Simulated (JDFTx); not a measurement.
Runs of JDFTx 1.7.0 (patched build) on LiCl. It takes space group Fm-3m (No. 225, cubic). Conventional cell: a = 5.130 Å, b = 5.130 Å, c = 5.130 Å, α = 90.00°, β = 90.00°, γ = 90.00°. Cl (site symmetry m-3m) has 6 Li at 2.56 Å as nearest neighbours. Around Li (site symmetry m-3m) lie 6 Cl at 2.56 Å. 

```csv
task,level,potentials or basis,k mesh,cutoff (eV),density cutoff over wavefunction cutoff,max SCF steps,SCF threshold on the energy,solver of the electrons,local potential set to -Z/r beyond,mesh quality,gap on the mesh (eV),pressure (GPa),V0 of scaled cells (Å³/atom),B0 (GPa)
equation of state,r2SCAN,SG15-PBE-1.2,9 × 9 × 9,1088,8,100,1e-09 Ha,scf,-,not flagged,-,-,16.78,(b)
single point,PBEsol,SG15-PBE-1.2 with smoothed tails,7 × 7 × 7,1088,8,100,1e-09 Ha,scf,6 bohr,not flagged,6.10,-1.1,-,-
equation of state,PBEsol,PseudoDojo-SR-PBEsol-0.4.1-standard,9 × 9 × 9,1007,8,100,1e-09 Ha,scf,-,not flagged,-,-,16.22,(c)
single point,HSE06,PseudoDojo-SR-PBE-0.5-standard with smoothed tails,3 × 3 × 3,1007,8,100,1e-07 Ha,scf,6 bohr,coarse,7.79,0.5,-,-
single point,PBE,PseudoDojo-SR-PBE-0.5-standard,4 × 4 × 4,1007,8,100,1e-09 Ha,scf,-,coarse,6.33,0.5,-,-
equation of state,PBE,PseudoDojo-SR-PBE-0.5-standard,9 × 9 × 9,1007,4,100,1e-08 Ha,scf,-,not flagged,-,-,(a),32
```

Alike in all rows: no spin polarisation; cell as given; smearing fermi-dirac 0.05 eV.

Task: Fill in the values left out.

Result: (a) 17.08; (b) 34; (c) 35.

Caveats: some runs use coarse meshes; the potentials were made for another functional, which shifts forces and pressure (some runs); an odd mesh through Γ misses points on the zone boundary, where band edges often lie (some runs); the empty levels aren't tightly converged (some runs); this program's HSE differs a little from the usual definition (some runs); the hybrid runs on potentials with a model core (some runs).

Not every run made on this cell is shown here.
